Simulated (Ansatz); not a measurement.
# GaN: do energies and stresses tell the same story?

These are results of DFT PBE, scalar-relativistic, plane waves, PAW in Ansatz 0.2.0, not measurements.

Cutoff 420 eV; k points 12×12×6 on the computed 4-atom cell (Γ-centred); Gaussian smearing, width 0.02 eV; no spin polarisation.

Relaxed cell: P6_3mc, a = 3.218 Å, b = 3.218 Å, c = 5.243 Å, α = 90.00°, β = 90.00°, γ = 120.00°, 4 atoms in the primitive cell.

Energies at zero smearing and pressures from the stress tensor, at volumes with shape and atoms relaxed:
```csv
V (Å³/atom),E − E(first) (meV/atom),P (GPa)
10.347,0.00,29.17
10.700,-53.84,20.00
11.053,-89.08,12.22
11.405,-108.51,5.62
11.758,-114.56,0.00
12.111,-109.15,-4.76
12.464,-94.08,-8.81
12.934,-61.45,-13.26
```

Task: Check P = −dE/dV between neighbouring volumes, and get the bulk modulus from the pressures alone.

Result: With 1 eV/Å³ = 160.2 GPa:
| middle V (Å³/atom) | −ΔE/ΔV (GPa) | mean P (GPa) |
| --- | --- | --- |
| 10.524 | 24.455 | 24.583 |
| 10.876 | 16.006 | 16.112 |
| 11.229 | 8.825 | 8.921 |
| 11.582 | 2.747 | 2.810 |
| 11.935 | -2.457 | -2.380 |
| 12.287 | -6.843 | -6.788 |
| 12.699 | -11.116 | -11.036 |

The two differ by 0.13 GPa at most. The mean of two end pressures misses the average over a step by about ΔV² P″/12, up to 0.12 GPa here; with that taken off 0.01 GPa remains. Around V = 11.758 Å³/atom, the two neighbours give B = −V ΔP/ΔV = 11.758 × 10.38 / 0.705 = 173.0 GPa, against B0 = 172.0 GPa from the Birch–Murnaghan fit of the energies.